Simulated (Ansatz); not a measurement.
# LuH2 (Fm-3m) in Ansatz: equation of state

Aim: energy against volume of LuH2 in PBEsol, for its equilibrium volume and stiffness.

Program: Ansatz 0.2.0. These are calculated values, not measurements. Logs are shortened: lines on timing, memory, paths and dates and some standing lists are left out, and cuts for length are marked.

## Step 1: The crystal as given

The structure is cubic, space group Fm-3m (No. 225). Conventional cell: a = 5.033 Å, b = 5.033 Å, c = 5.033 Å, α = 90.00°, β = 90.00°, γ = 90.00°. Lu (site symmetry m-3m) is surrounded by 8 H at 2.18 Å. H (site symmetry -43m) is surrounded by 4 Lu at 2.18 Å.

## Step 2: Equation of state, PBEsol

Potentials or basis: all-electron LAPW, scalar-relativistic.

No new run: the results of the series are fitted here.

Results:

* Equilibrium volume: 10.16 Å³/atom
* Bulk modulus: 98 GPa
* Pressure derivative of the bulk modulus: 3.8

Energy against volume, from the lowest point:
| volume (Å³/atom) | energy (meV/atom) |
| --- | --- |
| 9.987 | 0.85 |
| 10.199 | 0.00 |
| 10.412 | 1.82 |
| 10.624 | 6.04 |
| 10.837 | 12.45 |
| 11.049 | 20.83 |
| 11.262 | 31.00 |

Spin-orbit coupling is left out, which matters for the levels of Lu.
